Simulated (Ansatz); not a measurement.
**MgO (Periclase): G0W0 under other settings**

Aim: change settings of a G0W0 run on MgO (Periclase) and see what moves.

Program: Ansatz 0.2.0. Level of theory: G0W0 on PBE, plane waves, PAW. Results are calculated unless marked as measured.

The database entry behind the starting cell differs from later determinations by our own check (about 0.1 % long), so it need not match the best structure at ambient conditions.

## 1. Set-up

Symmetry: Fm-3m, No. 225, cubic system. The conventional cell has a = 4.217 Å, b = 4.217 Å, c = 4.217 Å, α = 90.00°, β = 90.00°, γ = 90.00°. Mg has 6 O at 2.11 Å nearest. O has 6 Mg at 2.11 Å nearest. Farther neighbours and most contacts between anions are not listed.

The cell and positions come from the Crystallography Open Database and are kept as given unless a step says otherwise. The default PAW set here is soft_2. Its files were made with PBE.

## 2. The base run: 6×6×6 mesh, 55 empty bands, screening to 120 eV, plasmon pole

Now the one-shot GW correction: screening in the RPA, then the self-energy of the levels asked for.

The input, input.yaml:

```yaml
crystal:
  lattice:
    - [0.0, 2.1085, 2.1085]
    - [2.1085, 0.0, 2.1085]
    - [2.1085, 2.1085, 0.0]
  atoms:
    - { symbol: Mg, position: [0.0, 0.0, 0.0] }
    - { symbol: O, position: [0.5, 0.5, 0.5] }
kpoints:
  mp_grid: { grid: [6, 6, 6] }
hamiltonian:
  xc: pbe
scf:
  occupations: { method: fixed }
gw:
  n_empty_bands: 55
  ecut_chi: 120
  qp_bands: [v2, c2]
  qp_kpoints: band_edges
  screening: { model: godby_needs }
```

Command:

```sh
$ ansatz run input.yaml --threads 3 --pin off --max-ram 92160MiB --backend cuda --events-out ev --progress --plain --runs-dir out --devices 1 --max-vram 13GiB  # rebuilt from the run's record
```

Numbers of over 12 decimals in the logs are rounded to 6 here.

Log:

```text
GPUs: using 1 of 1 available (devices: 1).
Engine: ansatz 0.2.0, x86_64-unknown-linux-gnu
Pseudopotentials: kind: paw
Pseudopotential: Mg, paw, valence charge 10, recommended cutoff 420 eV (normal), Mg.paw.azcp
Pseudopotential: O, paw, valence charge 6, recommended cutoff 420 eV (normal), O.paw.azcp
Functional definition: PBE
  parameter kappa = 0.804
  parameter beta = 0.066725
  exchange = pbe_x(kappa = kappa, mu = beta*pi^2/3)
  correlation = pbe_c(beta = beta)
device memory: the entry about to start is reckoned to put 0.4 GiB on a device that reports 29.6 GiB free (of which the cap on the GPU budget leaves the run 13.0 GiB)
GPU FFT provider: cuFFT
GPU libraries: cuBLAS 13.8.2, cuFFT 12.4.0, cuSOLVER 12.3.4
Crystal: 2 atoms, lattice volume = 18.748 Å³
Basis set: ecut = 420 eV, 339 PW (Γ)
Bands: 12, of which v1, the nominal top of the filled ones, is band 8 counted from 1 (7 counted from 0)
Symmetry: 48 space group operations
Space group: Fm-3m (ITA 225), of the structure as read, at distance tolerance 2.7e-5 Å
k-points: 16 of 216
Non-local potential: Mg, projectors of the file, l = 0: 3, l = 1: 2, l = 2: 1
Non-local potential: O, projectors of the file, l = 0: 2, l = 1: 2, l = 2: 1
PAW form: soft (Blöchl's): semilocal exchange-correlation on the pseudo side does not see the compensation charge
PAW one-centre angular grid: Mg, 110 points (default); XC on 64 Gauss nodes
PAW one-centre angular grid: O, 110 points (default); XC on 64 Gauss nodes
Initial density: superposition of atomic densities (neutral atoms: chi_scale 0, normalization atom), corrected by the library's trained network
Initial wavefunctions: pseudopotential atomic-orbital guess
GPU buffer pool allocated for 8000 grid points (all kernels)
GPU transforms: local potential and band sums: pruned to the plane-wave sphere, on 20×20×20
Functional: x = pbe(κ = 0.804, μ = 0.219515), c = pbe(β = 0.066725)
SCF iter   1: F=—  HF=-2494.132036 eV  |F-HF|=—  |Δ(HF+E_count)|=         —  Δρ=5.55e-4  dr2=6.30e-6  ethr=1.77e-3  ⟨swp⟩=4.0  Hψ=1041  notcnv=0  defer=11
preconditioner: auto → none  [insulator: Δε(μ)=4.708 eV  Ē_g=18.509 eV  n_scr=8 (ndim 8)  ℏωp=24.3 eV  f_vac=0.000  ε∞_Penn≈2.7]
SCF iter   2: F=—  HF=-2494.132399 eV  |F-HF|=—  |Δ(HF+E_count)|=   3.63e-4  Δρ=3.36e-4  dr2=5.98e-6  ethr=3.94e-8  ⟨swp⟩=3.2  Hψ=557  notcnv=0  defer=29
SCF iter   3: F=—  HF=-2494.132422 eV  |F-HF|=—  |Δ(HF+E_count)|=   2.30e-5  Δρ=1.84e-4  dr2=1.08e-6  ethr=3.74e-8  ⟨swp⟩=2.8  Hψ=307  notcnv=0  defer=30
SCF iter   4: F=—  HF=-2494.132437 eV  |F-HF|=—  |Δ(HF+E_count)|=   1.46e-5  Δρ=6.08e-5  dr2=3.79e-7  ethr=6.77e-9  ⟨swp⟩=2.0  Hψ=308  notcnv=0  defer=30
iter 5 did not close the SCF: its close was put off for the readings that it lacked (scf_convergence_deferred on its scf_iter line)
[...]
E_nonlocal   = 142.808430
  E_hartree    = 555.156348
  E_xc         = -105.259434
  E_vxc        = -134.889586  (∫ρ·V_xc dr)
  E_paw        = -450.095229  (= ΣΔE_a)
  E_vpaw       = -62.612435  (= ΣTr[D̂ρ^β])
  E_aug_tail   = 0.002520  (compensation charges beyond the density's cutoff)
  E_ewald      = -1287.856876
  E_smearing   = -0.000000  (= −TS)
  E_closure    = -0.000000  (closes the sum)
  Σ components = -2494.132437   (vs F -2494.132437, Δ=0.00e0)
--- Band table (eV; the first three rows and the last of 16) ---
  k-point 0: bands = [... 4 lower, -9.1424, 8.0921, 8.0921, 8.0921, 12.8009, 23.8929, 23.8929, 23.8929]
  k-point 1: bands = [... 4 lower, -8.8526, 6.5895, 7.9194, 7.9194, 14.2224, 21.5566, 24.4591, 24.4591]
  k-point 2: bands = [... 4 lower, -8.2037, 4.4427, 7.5973, 7.5973, 15.7494, 20.3929, 24.6654, 24.6654]
  k-point 15: bands = [... 4 lower, -7.5676, 4.5748, 5.8768, 6.4356, 18.6455, 19.4832, 20.5487, 24.5656]
--- G₀W₀: ω_p = 34.3038 eV, 216 q-points, 55 empty bands' worth ---
  eigenvalues of the whole cell's RPA ε∞ on this k-mesh (on a slab, of 1 + 4πα/V) = 3.0681, 3.0681, 3.0681; static W/v taken at q = 0 is 0.325936
  GN-PPA: 193230/672021 pairs with Re ω̃² < 0 across q-mesh
  bands read: the sum over 63 bands ends inside a degenerate multiplet in 2 slots, whose members it reads at an even weight; the widest, k=0: bands 63 to 65 (counted from 1) at 1/3 each
  gw.qp_kpoints: band_edges: 8 of 16 stored k-points solved, in 1 pass; an edge of the gap read off the rows below is read off those points alone
    valence top: of the k-points left out ik 7 came nearest to being solved in a further pass, in band 8 (counted from 1, as in the quasiparticle table): it holds the edge there only if its correction is more favourable than any solved in that band by at least 0.646 eV; those differ by 0.290 eV
    conduction bottom: of the k-points left out ik 5 came nearest to being solved in a further pass, in band 9 (counted from 1, as in the quasiparticle table): it holds the edge there only if its correction is more favourable than any solved in that band by at least 3.291 eV; those differ by 0.736 eV
    ik  band        ε_KS         Σx   Σc(E_QP)       V_xc       Z   E_QP_lin       E_QP  E_QP is
     0     7      8.0921   -26.4287     4.3137   -20.9096  0.8083     6.8788     6.8866  root
     0     8      8.0921   -26.4287     4.3137   -20.9096  0.8083     6.8788     6.8866  root
     0     9     12.8009   -10.0317    -3.6352   -14.7718  0.8573    13.9097    13.9057  root
     0    10     23.8929    -3.6770    -4.7270    -9.5584  0.8316    24.9886    25.0473  root
     1     7      7.9194   -26.2498     4.3428   -20.6620  0.8082     6.6658     6.6744  root
     1     8      7.9194   -26.2498     4.3428   -20.6620  0.8082     6.6658     6.6744  root
     1     9     14.2224   -10.9048    -3.6288   -15.8041  0.8497    15.4983    15.4928  root
     1    10     21.5566    -4.5360    -4.6916   -10.3646  0.8538    22.6964    22.6936  root
[...]
12     7      6.7586   -25.4740     4.4962   -19.4822  0.8071     5.2523     5.2628  root
    12     8      6.7586   -25.4740     4.4962   -19.4822  0.8071     5.2523     5.2628  root
    12     9     17.2342    -3.8722    -4.1676    -8.8663  0.8700    18.0634    18.0607  root
    12    10     18.0452    -7.2596    -4.4261   -12.9721  0.8644    19.3344    19.3316  root
[key lines of the parts left out:]
SCF converged after 6 iterations
Free energy (F): -2494.132437 eV
Fermi energy:    8.092087 eV
```

Wall time 7.5 s (1 × NVIDIA H100 80GB HBM3 (shared by 6 runs) with 3 threads of AMD EPYC 7R13 (Zen 3), shared host); peak memory 0.93 GiB; 11 s of CPU time.

Reading the cycles: dr2 is the Hartree energy of the density residual (eV), the measure of convergence; HF is the Harris–Foulkes estimate of the energy, which meets the free energy F at convergence.

Numbers from this step:

- bands summed: 63
- plasmon-pole fit frequency: 34.30 eV
- RPA ε∞ on this mesh (eigenvalues): 3.068, 3.068, 3.068
- plane waves in the screening matrix: 59
- q-points in the mesh: 216
- G0W0 gap on the mesh: 7.019 eV
- k of the valence top: 0, 0, 0
- k of the conduction bottom: 0, 0, 0
- starting gap on the mesh: 4.709 eV
- Z at the valence top: 0.8083
- Z at the conduction bottom: 0.8573
- least direct G0W0 gap on the computed points: 7.019 eV

The gap on the mesh goes from 4.71 eV to 7.02 eV, a correction of +2.31 eV. Between the two edge states, bare exchange in place of the xc potential would open the gap by 10.26 eV, and correlation takes back 7.95 eV.

## 3. Variant: plasmon pole at a typed frequency

input.yaml: that of step 2 with these lines changed.

```diff
@@ -15,4 +15,4 @@
 gw:
-  n_empty_bands: 55
-  ecut_chi: 120
+  n_empty_bands: 42
+  ecut_chi: 100
   qp_bands: [v2, c2]
@@ -20 +20,2 @@
   screening: { model: godby_needs }
+  plasmon_pole_fit_frequency: 15
```

Log:

```text
GPUs: using 1 of 1 available (devices: 1).
[...]
GPU FFT provider: cuFFT
GPU libraries: cuBLAS 13.8.2, cuFFT 12.4.0, cuSOLVER 12.3.4
Crystal: 2 atoms, lattice volume = 18.748 Å³
Basis set: ecut = 420 eV, 339 PW (Γ)
Bands: 12, of which v1, the nominal top of the filled ones, is band 8 counted from 1 (7 counted from 0)
[... 1 set-up line as in the run before ...]
[...]
k-points: 16 of 216
[...]
GPU buffer pool allocated for 8000 grid points (all kernels)
[...]
SCF iter   1: F=—  HF=-2494.132036 eV  |F-HF|=—  |Δ(HF+E_count)|=         —  Δρ=5.55e-4  dr2=6.30e-6  ethr=1.77e-3  ⟨swp⟩=4.0  Hψ=1041  notcnv=0  defer=11
[...]
SCF iter   6: F=-2494.132437 eV  HF=-2494.132437 eV  |F-HF|=6.32e-11  |Δ(HF+E_count)|=   1.10e-8  Δρ=1.20e-6  dr2=8.55e-11  ethr=1.56e-10  ⟨swp⟩=3.8  Hψ=832  notcnv=0
SCF 1 converged in 6 iterations: F = -2494.132437 eV  dr2 = 8.55e-11
[...]
NSCF: frozen V_eff on 16 k-points, pencils in batches of 32, up to order 48
[...]
NSCF: frozen V_eff on 16 k-points
G₀W₀ screening: q 1/16
[... further progress lines ...]
[...]
SCF converged after 6 iterations
Free energy (F): -2494.132437 eV
[...]
Internal energy: -2494.132437 eV  (E = F + TS)
E sigma→0 (E₀):  -2494.132437 eV
Fermi energy:    8.092087 eV
[...]
--- Band table (eV; the first three rows and the last of 16) ---
  k-point 0: bands = [... 4 lower, -9.1424, 8.0921, 8.0921, 8.0921, 12.8009, 23.8929, 23.8929, 23.8929]
  k-point 1: bands = [... 4 lower, -8.8526, 6.5895, 7.9194, 7.9194, 14.2224, 21.5566, 24.4591, 24.4591]
  k-point 2: bands = [... 4 lower, -8.2037, 4.4427, 7.5973, 7.5973, 15.7494, 20.3929, 24.6654, 24.6654]
  k-point 15: bands = [... 4 lower, -7.5676, 4.5748, 5.8768, 6.4356, 18.6455, 19.4832, 20.5487, 24.5656]
--- G₀W₀: ω_p = 15.0000 eV, 216 q-points, 42 empty bands' worth ---
[...]
GN-PPA: 112666/398171 pairs with Re ω̃² < 0 across q-mesh
[...]
0     7      8.0921   -26.4287     4.4576   -20.9096  0.7930     7.0224     7.0305  root
     0     8      8.0921   -26.4287     4.4576   -20.9096  0.7930     7.0224     7.0305  root
     0     9     12.8009   -10.0317    -3.5767   -14.7718  0.8447    13.9700    13.9642  root
     0    10     23.8929    -3.6770    -4.6612    -9.5584  0.8433    25.1175    25.1131  root
     1     7      7.9194   -26.2498     4.4900   -20.6620  0.7926     6.8126     6.8216  root
     1     8      7.9194   -26.2498     4.4900   -20.6620  0.7926     6.8126     6.8216  root
     1     9     14.2224   -10.9048    -3.5687   -15.8041  0.8365    15.5613    15.5529  root
     1    10     21.5566    -4.5360    -4.6090   -10.3646  0.8491    22.8015    22.7763  root
[...]
12     7      6.7586   -25.4740     4.6630   -19.4822  0.7894     5.4148     5.4297  root
    12     8      6.7586   -25.4740     4.6630   -19.4822  0.7894     5.4148     5.4297  root
    12     9     17.2342    -3.8722    -4.0518    -8.8663  0.8553    18.1810    18.1765  root
    12    10     18.0452    -7.2596    -4.3327   -12.9721  0.8533    19.4380    19.4249  root
```

It took 5.7 s on 1 × NVIDIA H100 80GB HBM3 (shared by 6 runs) with 3 threads; peak memory 0.93 GiB.

The G0W0 gap on the mesh is 6.934 eV.

Against the base:

| setting | base | variant |
| --- | --- | --- |
| empty bands | 55 | 42 |
| screening cutoff (eV) | 120 | 100 |
| plasmon pole fit frequency | - | 15 |

| quantity | variant | base |
| --- | --- | --- |
| starting gap on the mesh | 4.709 | 4.709 |
| G0W0 gap on the mesh | 6.934 | 7.019 |
| least direct G0W0 gap on the computed points | 6.934 | 7.019 |
| Z at the valence top | 0.793 | 0.808 |
| Z at the conduction bottom | 0.845 | 0.857 |

## 4. What came out

```yaml
base: 7.02 eV, 7.5 s
plasmon_pole_at_a_typed_frequency: 6.93 eV, 5.7 s
```

**Reading.** Plasmon pole at a typed frequency: the gap moves by −0.09 eV. The variant differs from the base in empty bands, screening cutoff and plasmon pole fit frequency together, so the change can't be laid to one of them. All runs here use a coarse mesh and modest cutoffs; they test settings and are not final values.

[Paths, hosts, dates, memory and timing lines, banners, echoed tables and standing remarks are left out of the program output.]

[Logs are printed without paths, hosts, clocks, repeated set-up lines and the standing remarks that a program may print on its own settings, such as how far it seeks lower states.]

[Runs of the session that timed out or met a known fault of the program may be left out.]

[Cells called generated may have been cut or substituted from an entry of the Crystallography Open Database or the Materials Project.]

[Hosts, paths, dates, database ids (printed as entryN), source tags and the programs' standing remarks are cut or masked in the printed files.]
